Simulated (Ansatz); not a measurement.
Input of an Ansatz 0.2.0 run:

The input input.yaml:

```yaml
crystal:
  lattice:
    - [0.0, 3.205, 3.205]
    - [3.205, 0.0, 3.205]
    - [3.205, 3.205, 0.0]
  atoms:
    - { symbol: Te, position: [0.75, 0.75, 0.75] }
    - { symbol: Cd, position: [0.0, 0.0, 0.0] }
hamiltonian:
  xc: pbe
  pseudopotentials: { kind: paw }
kpoints:
  mp_grid: { grid: [7, 7, 7] }
scf:
  occupations: { method: gaussian, width: 0.019 }
output:
  forces: true
  stress: true
  eigenvalues: true
  write_density: true
  write_potential: true
  elf: true
  volumetric_format: npy
```

Potentials or basis: Ansatz PAW.

Run with:

```bash
$ ansatz run input.yaml --threads 2 --pin off --max-ram 5632MiB --backend cpu --events-out ev --progress --plain --runs-dir out
```

Task: What does it give for the pressure?

Result: 4.2 GPa.

Task: Estimate the band gap on the k mesh.

Result: 0.87 eV, direct.

Caveat: odd divisions of the mesh miss points on the zone boundary, where band edges often lie, so the gap on the mesh can be too wide; spin-orbit coupling is left out, which moves the levels of the heavy elements.

**The experiment to reproduce.**

A printed reference work, data compilation reports, for a bulk crystal of CdTe at 0 K: band gap 1.607 eV.

Measured gap of CdTe: 1.607 eV (0 K; a printed reference work, data compilation). This calculation gives 0.87 eV (-0.73 eV). Spin-orbit coupling on Cd, Te is left out. The value is that of PBE, without temperature or zero-point motion. Semilocal functionals fall short of measured gaps as a rule.
